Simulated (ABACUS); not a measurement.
Crystal: GaP.

```xyz
2
Lattice="0.0000 2.7252 2.7252 2.7252 0.0000 2.7252 2.7252 2.7252 0.0000" Properties=species:S:1:pos:R:3 pbc="T T T"
Ga    0.0000    0.0000    0.0000
P     4.0879    4.0879    4.0879
```

Base run:

```yaml
Program: ABACUS 3.10.1
Functional: HLE16
Potentials_or_basis: SPMS ONCV 1.0 PBE
Cutoff: 1102 eV
Density_cutoff: 4408 eV
Basis: plane waves
k_mesh: 6 × 6 × 6
Occupations: fermi-dirac, width 0.05 eV
Spin: no spin polarisation
```

Its results: band gap on the k mesh 2.38 eV, indirect (least direct gap 2.45 eV); pressure -7.5 GPa.

Task: The run is repeated on the same cell with these changes: functional from HLE16 to BLYP; potentials or basis from SPMS ONCV 1.0 PBE to PseudoDojo NC SR 0.5 PBE stringent; cutoff from 1102 eV to 1551 eV; density cutoff from 4408 eV to 6204 eV; valence electrons from 18 to 26. What comes out?

Result: Band gap on the k mesh 1.65 eV, indirect (least direct gap 1.70 eV); pressure 6.2 GPa.

Caveats: the potentials were made for another functional, which shifts forces and pressure; the potentials were made for a functional far from this one (some runs).

A k mesh can miss the band edges.
